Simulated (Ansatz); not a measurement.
# Ge6Pt: the cost of one run

Computed with Ansatz 0.2.0 (DFT PBEsol, scalar-relativistic, plane waves, PAW, unless a step's input says otherwise).

## 1. The starting structure

Symmetry: P3m1, No. 156, trigonal system. The conventional cell has a = 3.998 Å, b = 3.998 Å, c = 26.550 Å, α = 90.00°, β = 90.00°, γ = 120.00°. Around Ge (site symmetry 3m) lie 3 Ge at 2.45 Å. Ge (site symmetry 3m) is surrounded by 4 Ge at 2.45 to 2.47 Å. Around Ge (site symmetry 3m) lie 3 Ge at 2.45 Å and 3 Pt at 2.57 Å. Pt (site symmetry 3m) is surrounded by 3 Ge at 2.57 Å.

Structure file:

```cif
data_structure
_symmetry_space_group_name_H-M 'P3m1'
_symmetry_Int_Tables_number 156
_cell_length_a 3.9976
_cell_length_b 3.9976
_cell_length_c 26.5496
_cell_angle_alpha 90.000
_cell_angle_beta 90.000
_cell_angle_gamma 120.000
_cell_volume 367.44
loop_
_atom_site_label
_atom_site_type_symbol
_atom_site_symmetry_multiplicity
_atom_site_Wyckoff_symbol
_atom_site_fract_x
_atom_site_fract_y
_atom_site_fract_z
_atom_site_occupancy
Ge1 Ge 1 b 0.33333 0.66667 0.33899 1
Ge2 Ge 1 c 0.66667 0.33333 0.37026 1
Ge3 Ge 1 c 0.66667 0.33333 0.46327 1
Ge4 Ge 1 b 0.33333 0.66667 0.49454 1
Ge5 Ge 1 b 0.33333 0.66667 0.58756 1
Ge6 Ge 1 c 0.66667 0.33333 0.61883 1
Pt1 Pt 1 a 0.00000 0.00000 0.66101 1
```

Slab cut from the bulk at the bulk's listed lattice constants, lower half held.

## 2. Relaxing the atoms

The input, input.yaml:

```yaml
crystal:
  lattice:
    - [3.99758584, 0.0, 0.0]
    - [-1.99879292, 3.46201089, 0.0]
    - [0.0, 0.0, 26.5495962663]
  atoms:
    - { symbol: Ge, position: [0.33333333, 0.66666666, 0.3389882057] }
    - { symbol: Ge, position: [0.66666667, 0.33333334, 0.370258675] }
    - { symbol: Ge, position: [0.66666667, 0.33333334, 0.4632721659] }
    - { symbol: Ge, position: [0.33333333, 0.66666666, 0.4945426352] }
    - { symbol: Ge, position: [0.33333333, 0.66666666, 0.587556126] }
    - { symbol: Ge, position: [0.66666667, 0.33333334, 0.6188265954] }
    - { symbol: Pt, position: [0.0, 0.0, 0.6610117943], spin: 2.0 }
basis:
  ecutwfc: 420.0
  fft_grid_basis: typed
kpoints:
  mp_grid: { grid: [9, 9, 1] }
hamiltonian:
  xc: pbesol
  pseudopotentials: { kind: paw }
scf:
  occupations: { method: gaussian, width: 0.1 }
output:
  forces: true
  eigenvalues: true
  populations: true
efield:
  axis: 3
  dipole_correction: true
  ramp_width: 0.04
magnetization:
  spin_polarized: true
relax:
  adjacent_minimum: "off"
  f_tol: 0.04
  max_steps: 40
  constraints: [{ sites: [0, 1, 2] }]
```

Launch:

```console
> ansatz run input.yaml --threads 2 --pin off --max-ram 4423MiB --backend cpu --events-out ev --progress --plain --runs-dir out
```

What time and memory should one allow on 2 threads of Intel Xeon Platinum 8488C (Sapphire Rapids), shared host?

About 4.4 min, with a peak of 0.97 GiB.
